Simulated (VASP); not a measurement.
B:

```
CELL_PARAMETERS angstrom
1.88524 0.00000 0.00000
0.00000 1.88524 0.00000
0.00000 0.00000 1.88524
ATOMIC_POSITIONS crystal
B 0.50000 0.50000 0.50000
```

The cell was built by a generator and needn't be a form met in nature.

Base run:

```yaml
Program: VASP 6.6.1
Functional: TPSS
Potentials_or_basis: VASP PAW PBE potentials, release 64 (B)
Cutoff: 520 eV
k_mesh: 14 × 14 × 14
Occupations: fermi-dirac, width 0.05 eV
Spin: no spin polarisation
```

Its results: pressure -1.7 GPa.

After a change of settings the same cell gave: pressure 0.5 GPa. Which change was it?
A. functional from TPSS to revPBE; further incar settings from ALGO = Normal; EDIFF = 1e-06 to ALGO = Fast; EDIFF = 1e-06
B. functional from TPSS to SCAN
C. functional from TPSS to PW91; further incar settings from ALGO = Normal; EDIFF = 1e-06 to ALGO = Fast; EDIFF = 1e-06
D. functional from TPSS to r2SCAN

D.

Caveats: the PAW data sets were made with another functional, which shifts forces and pressure a little.
